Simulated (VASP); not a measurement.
# C (R-3m) in VASP: relaxation of the atoms with LDA

Aim: the relaxation of the atoms of C with LDA.

All numbers are computed with VASP 6.6.1; they aren't measurements. Logs are shortened: lines on timing, memory, paths and dates and some standing lists are left out, and cuts for length are marked.

### Step 1. The structure

It takes space group R-3m (No. 166, trigonal). The conventional cell has a = 2.466 Å, b = 2.466 Å, c = 24.848 Å, α = 90.00°, β = 90.00°, γ = 120.00°. C (site symmetry 3m) is surrounded by 3 C at 1.42 Å. C (site symmetry 3m) is surrounded by 3 C at 1.42 Å.

This isn't the form of C at room conditions, which is graphite.

### Step 2. Relaxation of the atoms, LDA

INCAR reads:

```
PREC = Accurate
ENCUT = 520
EDIFF = 1E-7
ISMEAR = 0
SIGMA = 0.02
LREAL = False
LASPH = True
NELM = 80
ALGO = Normal
ISIF = 2
LWAVE = False
LCHARG = False
GGA = CA
IBRION = 2
NSW = 80
EDIFFG = -0.002
KPAR = 4
```

KPOINTS reads:

```
regular mesh
0
Gamma
  15 15 15
```

POSCAR reads:

```
C
1.0
    1.2331881000      0.7119814800      8.2826151000
   -1.2331881000      0.7119814800      8.2826151000
    0.0000000000     -1.4239629600      8.2826151000
C
4
Direct
    0.9128269200      0.9128269200      0.9128269200
    0.2461499400      0.2461499400      0.2461499400
    0.7538500600      0.7538500600      0.7538500600
    0.0871730800      0.0871730800      0.0871730800
```

Potentials or basis: VASP PAW LDA potentials, release 64 (C).

Started as:

```bash
$ cat potpaw_LDA.64/C/POTCAR > POTCAR
$ mpirun -np 4 vasp_std > vasp.out
```

OUTCAR:

```text
PREC = Accurate
   ENCUT = 520
   EDIFF = 1E-7
   ISMEAR = 0
   LREAL = False
   LASPH = True
   NELM = 80
   ISIF = 2
   GGA = CA
   IBRION = 2
   NSW = 80
   EDIFFG = -0.002

 ion  position               nearest neighbor table
   1  0.913  0.913  0.913-   2 1.42   2 1.42   2 1.42
   2  0.246  0.246  0.246-   1 1.42   1 1.42   1 1.42
   3  0.754  0.754  0.754-   4 1.42   4 1.42   4 1.42
   4  0.087  0.087  0.087-   3 1.42   3 1.42   3 1.42

  LATTYP: Found a trigonal (rhomboedric) cell.
 ALAT       =     8.4041289503
 COS(alpha) =     0.9569371043

  Lattice vectors:

 A1 = (   1.2331881000,   0.7119814800,   8.2826151000)
 A2 = (  -1.2331881000,   0.7119814800,   8.2826151000)
 A3 = (   0.0000000000,  -1.4239629600,   8.2826151000)

Analysis of symmetry for initial positions (statically):
=====================================================================
 Subroutine PRICEL returns:
 Original cell was already a primitive cell.

 Routine SETGRP: Setting up the symmetry group for a
 trigonal (rhombohedral) supercell.

 Subroutine GETGRP returns: Found 12 space group operations
 (whereof 12 operations were pure point group operations)
 out of a pool of 12 trial point group operations.

The static configuration has the point symmetry D_3d.

Analysis of symmetry for dynamics (positions and initial velocities):
=====================================================================
 Subroutine PRICEL returns:
 Original cell was already a primitive cell.

 Routine SETGRP: Setting up the symmetry group for a
 trigonal (rhombohedral) supercell.

 Subroutine GETGRP returns: Found 12 space group operations
 (whereof 12 operations were pure point group operations)
 out of a pool of 12 trial point group operations.

The dynamic configuration has the point symmetry D_3d.

 Subroutine INISYM returns: Found 12 space group operations
 (whereof 12 operations are pure point group operations),
 and found     1 'primitive' translations

----------------------------------------------------------------------------------------

                                     Primitive cell

  volume of cell :      43.6332

  direct lattice vectors                    reciprocal lattice vectors
     1.233188100  0.711981480  8.282615100     0.405453150  0.234088486  0.040244938
    -1.233188100  0.711981480  8.282615100    -0.405453150  0.234088486  0.040244938
     0.000000000 -1.423962960  8.282615100     0.000000000 -0.468176972  0.040244938

  length of vectors
     8.404128950  8.404128950  8.404128950     0.469903534  0.469903534  0.469903535

  position of ions in fractional coordinates (direct lattice)
     0.912826920  0.912826920  0.912826920
     0.246149940  0.246149940  0.246149940
     0.753850060  0.753850060  0.753850060
     0.087173080  0.087173080  0.087173080

  ion indices of the primitive-cell ions
   primitive index   ion index
                 1           1
                 2           2
                 3           3
                 4           4

----------------------------------------------------------------------------------------

 KPOINTS: regular mesh

Automatic generation of k-mesh.
 Grid dimensions read from file:
 generate k-points for:   15   15   15

 Generating k-lattice:

  Cartesian coordinates                     Fractional coordinates (reciprocal lattice)
     0.027030210  0.015605899  0.002682996     0.066666667 -0.000000000  0.000000000
    -0.027030210  0.015605899  0.002682996    -0.000000000  0.066666667  0.000000000
     0.000000000 -0.031211798  0.002682996     0.000000000  0.000000000  0.066666667

  Length of vectors
     0.031326902  0.031326902  0.031326902

  Shift w.r.t. Gamma in fractional coordinates (k-lattice)
     0.000000000  0.000000000  0.000000000

 Subroutine IBZKPT returns following result:
 ===========================================

 Found    344 irreducible k-points:

 Following reciprocal coordinates:
            Coordinates               Weight
  0.000000  0.000000  0.000000      1.000000
  0.066667  0.000000  0.000000      6.000000
  0.133333  0.000000  0.000000      6.000000
  0.200000  0.000000  0.000000      6.000000
  0.266667  0.000000  0.000000      6.000000
  0.333333  0.000000 -0.000000      6.000000
[... 16 lines left out ...]
  0.133333  0.133333  0.000000      6.000000
  0.200000  0.133333 -0.000000     12.000000
 [... further k-points ...]
   k-points           NKPTS =    344   k-points in BZ     NKDIM =    344   number of bands    NBANDS=     12
   number of dos      NEDOS =    301   number of ions     NIONS =      4
   total plane-waves  NPLWV = 262144
   dimension x,y,z NGX =    64 NGY =   64 NGZ =   64
   dimension x,y,z NGXF=   128 NGYF=  128 NGZF=  128
   ions per type =               4
   NGX,Y,Z   is equivalent  to a cutoff of  12.66, 12.66, 12.66 a.u.
   NGXF,Y,Z  is equivalent  to a cutoff of  25.32, 25.32, 25.32 a.u.
 SYSTEM =  unknown system
   PREC   = accura    normal or accurate (medium, high low for compatibility)
   ISTART =      0    job   : 0-new  1-cont  2-samecut
   ICHARG =      2    charge: 1-file 2-atom 10-const
   ISPIN  =      1    spin polarized calculation?
   LNONCOLLINEAR =      F non collinear calculations
   LSORBIT =      F    spin-orbit coupling
   LASPH  =      T    aspherical Exc in radial PAW
   ENCUT  =  520.0 eV  38.22 Ry    6.18 a.u.  15.63 15.63 15.63*2*pi/ulx,y,z
   NELM   =     80;   NELMIN=  2; NELMDL= -5     # of ELM steps
   EDIFF  = 0.1E-06   stopping-criterion for ELM
   LREAL  =      F    real-space projection
   EDIFFG = -.2E-02   stopping-criterion for IOM
   NSW    =     80    number of steps for IOM
   IBRION =      2    ionic relax: 0-MD 1-quasi-New 2-CG
   NFREE  =      1    steps in history (QN), initial steepest desc. (CG)
   ISIF   =      2    stress and relaxation
   ISYM   =      2    0-nonsym 1-usesym 2-fastsym
   POTIM  = 0.5000    time-step for ionic-motion
   TEBEG  =    0.0;   TEEND  =   0.0 temperature during run
   PSTRESS=    0.0 pullay stress
   NELECT =      16.0000    total number of electrons
   NUPDOWN=      -1.0000    fix difference up-down
   EMIN   =  10.00;   EMAX   =-10.00  energy-range for DOS
   EFERMI =   0.00;   METHOD = LEGACY
   ISMEAR =     0;   SIGMA  =   0.02  broadening in eV -4-tet -1-fermi 0-gaus
   EFERMI_NEDOS =   21; number of points for ismear=-14 and -15
   IALGO  =     38    algorithm
   IMIX   =      4    mixing-type and parameters
     AMIX     =   0.40;   BMIX     =  1.00
     AMIX_MAG =   1.60;   BMIX_MAG =  1.00
  volume/ion in A,a.u.               =      10.91        73.61
  Fermi-wavevector in a.u.,A,eV,Ry     =   1.171771  2.214325 18.681428  1.373046
  Thomas-Fermi vector in A             =   2.308209
   LORBIT       =      0    0 simple, 1 ext, 2 COOP (PROOUT), +10 PAW based schemes
   GGA     = CA    functional components
   LHFCALC =     F    Hartree Fock is set to
   AEXX    =    0.0000 exact exchange contribution
   IVDW    =     0    specifies the selected vdW correction
   LEPSILON=     F    determine dielectric tensor
   LRPA    =     F    only Hartree local field effects (RPA)
 conjugate gradient relaxation of ions
 non-spin polarized calculation
 Gauss-broadening in eV      SIGMA  =   0.02
  energy-cutoff  :      520.00
  volume of cell :       43.63
 maximum number of plane-waves:      1196
   NGX = 31   NGY = 31   NGZ = 31

--------------------------------------- Ionic step        1  -------------------------------------------

 number of electron      16.0000001 magnetization

 Free energy of the ion-electron system (eV)
  ---------------------------------------------------
  ext. energy  EPLUGINS =         0.00000000
  ---------------------------------------------------
  free energy    TOTEN  =       -40.36835059 eV

  energy without entropy =      -40.36835059  energy(sigma->0) =      -40.36835059

------------------------ aborting loop because EDIFF is reached ----------------------------------------

  FORCE on cell =-STRESS in cart. coord.  units (eV):
  Direction    XX          YY          ZZ          XY          YZ          ZX
  --------------------------------------------------------------------------------------
  -------------------------------------------------------------------------------------
  Total       -2.1126541     -2.1126541     -0.2753622      0.0000000      0.0000000      0.0000000
  in kB      -77.5750785    -77.5750782    -10.1110959      0.0000000      0.0000000      0.0000000
  external PRESSURE =     -55.0870842 kB  Pullay stress =       0.0000000 kB
[... 95 lines left out ...]
  FREE ENERGIE OF THE ION-ELECTRON SYSTEM (eV)
  ---------------------------------------------------
  free  energy   TOTEN  =       -40.3683548847 eV

  energy  without entropy=      -40.3683548847  energy(sigma->0) =      -40.36835488

[... ionic steps 4 to 24 ...]

--------------------------------------- Ionic step       25  -------------------------------------------

 number of electron      15.9999999 magnetization

------------------------ aborting loop because EDIFF is reached ----------------------------------------
[... 71 lines left out ...]
--------------------------------------- Ionic step       27  -------------------------------------------

 number of electron      15.9999999 magnetization

 Free energy of the ion-electron system (eV)
  ---------------------------------------------------
  ext. energy  EPLUGINS =         0.00000000
  ---------------------------------------------------
  free energy    TOTEN  =       -40.37113310 eV

  energy without entropy =      -40.37113310  energy(sigma->0) =      -40.37113310

 E-fermi :   2.8100     XC(G=0):  -9.3228

 val. band max:        2.6477743641   @ k =  -0.2667   0.4000   0.0667
 cond. band min:       3.0456161197   @ k =  -0.2000   0.4667   0.1333
 fundamental gap:      0.3978417556
 Fermi energy:         2.8100217971

 k-point     1 :       0.0000    0.0000    0.0000
  band No.  band energies     occupation
      1     -16.4872      2.00000
      2     -16.3941      2.00000
      3      -5.1912      2.00000
      4      -4.3699      2.00000
      5      -0.1876      2.00000
      6      -0.1876      2.00000
      7      -0.1799      2.00000
      8      -0.1799      2.00000
      9       5.6824      0.00000
     10       9.6290      0.00000
     11      11.0947      0.00000
     12      11.0947      0.00000
[... 331 lines left out ...]
 k-point    24 :       0.2000    0.1333   -0.0000
  band No.  band energies     occupation
      1     -15.7561      2.00000
      2     -15.6693      2.00000
      3      -4.2946      2.00000
      4      -3.5272      2.00000
      5      -2.5317      2.00000
      6      -2.5145      2.00000
      7      -1.5762      2.00000
      8      -1.5645      2.00000
      9       6.7102      0.00000
     10      10.2293      0.00000
     11      11.4598      0.00000
     12      11.4755      0.00000

 [... further k-points ...]
[... 5 lines left out ...]
  --------------------------------------------------------------------------------------
  -------------------------------------------------------------------------------------
  Total       -2.1344972     -2.1344972     -0.1520305      0.0000000      0.0000000      0.0000000
  in kB      -78.3771425    -78.3771422     -5.5824454      0.0000000      0.0000000      0.0000000
  external PRESSURE =     -54.1122433 kB  Pullay stress =       0.0000000 kB
[... 19 lines left out ...]
  FREE ENERGIE OF THE ION-ELECTRON SYSTEM (eV)
  ---------------------------------------------------
  free  energy   TOTEN  =       -40.3711330980 eV

  energy  without entropy=      -40.3711330980  energy(sigma->0) =      -40.37113310

 reached required accuracy - stopping structural energy minimisation
```

Run time: 32 min. Hardware: 4 MPI ranks of Intel Xeon 6975P-C (Granite Rapids), shared host; peak memory 0.54 GiB.

Results:

```yaml
Free_energy: -40.3711 eV
Energy_gained_by_relaxing: 0.7 meV/atom
Ionic_steps: 27
Pressure_after_relaxing: -5.4 GPa
Band_gap_on_the_k_mesh: 0.40 eV, direct
```

Step by step:
| step | energy change (eV) | largest force (eV/Å) | pressure (GPa) |
| --- | --- | --- | --- |
| 1 | 0.0000 | 0.0083 | -5.51 |
| 2 | 0.0000 | 0.0071 | -5.51 |
| 3 | 0.0000 | 0.0091 | -5.51 |
| 4 | 0.0000 | 0.0088 | -5.51 |
| 5 | 0.0000 | 0.0094 | -5.51 |
| 6 | 0.0000 | 0.0098 | -5.51 |
| 7 | -0.0001 | 0.0107 | -5.51 |
| 8 | -0.0002 | 0.0134 | -5.51 |
| 9 | -0.0003 | 0.0179 | -5.50 |
| 10 | -0.0007 | 0.0269 | -5.50 |
| 11 | -0.0014 | 0.0441 | -5.48 |
| 12 | -0.0024 | 0.0746 | -5.43 |
| 13 | -0.0024 | 0.0818 | -5.41 |
| 14 | -0.0024 | 0.0782 | -5.42 |
| 15 | -0.0024 | 0.0778 | -5.42 |
| 16 | -0.0024 | 0.0766 | -5.42 |
| 17 | -0.0025 | 0.0741 | -5.42 |
| 18 | -0.0025 | 0.0692 | -5.42 |
| 19 | -0.0026 | 0.0606 | -5.41 |
| 20 | -0.0026 | 0.0448 | -5.40 |
| 21 | -0.0026 | 0.0421 | -5.40 |
| 22 | -0.0026 | 0.0431 | -5.40 |
| 23 | -0.0026 | 0.0424 | -5.40 |
| 24 | -0.0027 | 0.0388 | -5.40 |
| 25 | -0.0027 | 0.0285 | -5.40 |
| 26 | -0.0028 | 0.0077 | -5.41 |
| 27 | -0.0028 | 0.0018 | -5.41 |

Final structure:
```xyz
4
Lattice="1.2332 0.7120 8.2826 -1.2332 0.7120 8.2826 0.0000 -1.4240 8.2826" Properties=species:S:1:pos:R:3 pbc="T T T"
C     0.0000    0.0000   22.5239
C     0.0000    0.0000    5.9587
C     0.0000    0.0000   18.8892
C     0.0000    0.0000    2.3240
```

Caveat: an odd mesh through Γ misses points on the zone boundary, where band edges often lie.
